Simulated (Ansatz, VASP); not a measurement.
## Se: VASP beside Ansatz

Contents of INCAR:

```
SYSTEM = Se
PREC = Accurate ; ENCUT = 520
EDIFF = 1E-6 ; ISMEAR = -1
SIGMA = 0.1 ; LREAL = .FALSE.
LASPH = .TRUE. ; NELM = 100
ALGO = Normal ; ISIF = 2
LWAVE = .FALSE. ; LCHARG = .FALSE.
GGA = B5 ; ALDAX = 1.0
AGGAX = 1.0 ; AGGAC = 1.0
ALDAC = 0.0 ; NBANDS = 9
```

File KPOINTS:

```
regular mesh
0
G
  12 12 12
  0 0 0
```

The input POSCAR:

```
Se
1.0
    2.8693475977      0.0000000000      0.0000000000
    0.0000000000      2.8693475977      0.0000000000
    0.0000000000      0.0000000000      2.8693475977
Se
1
Direct
    0.0000000000      0.0000000000      0.0000000000
```

Input for Ansatz:

```yaml
crystal:
  lattice:
    - [2.8693475977, 0.0, 0.0]
    - [0.0, 2.8693475977, 0.0]
    - [0.0, 0.0, 2.8693475977]
  atoms:
    - { symbol: Se, position: [0.0, 0.0, 0.0] }
hamiltonian:
  xc: blyp
  pseudopotentials:
    kind: paw
    azcp:
      Se: "pseudopotentials/Se.paw.azcp"
basis:
  ecutwfc: 420
  fft_grid_basis: typed
kpoints:
  mp_grid: { grid: [12, 12, 12], shift: [0, 0, 0] }
magnetization:
  spin_polarized: false
scf:
  occupations: { method: fermi_dirac, width: 0.1 }
  lower_state_search: "off"
output:
  stress: true
  write_density: true
  write_potential: true
  elf: true
  volumetric_format: npy
```

Alike in both runs: task single point; functional BLYP; k mesh 12 × 12 × 12; occupations fermi-dirac, width 0.1 eV; no spin polarisation.

|  | VASP | Ansatz |
| --- | --- | --- |
| version | VASP 6.6.1 | Ansatz 0.2.0 |
| potentials or method | VASP PAW PBE potentials, release 64 (Se) | plane waves (420 eV) with PAW, scalar-relativistic |
| plane-wave cutoff (eV) | 520 | 420 |
| valence electrons in the cell | 6 | 16 |

|  | VASP | Ansatz | Ansatz less VASP |
| --- | --- | --- | --- |
| pressure (GPa) | 2.8 | 2.6 | -0.19 |

The two sets of potentials don't hold the same shells in valence.

Caveats: the PAW data sets were made with another functional, which shifts forces and pressure a little (VASP).
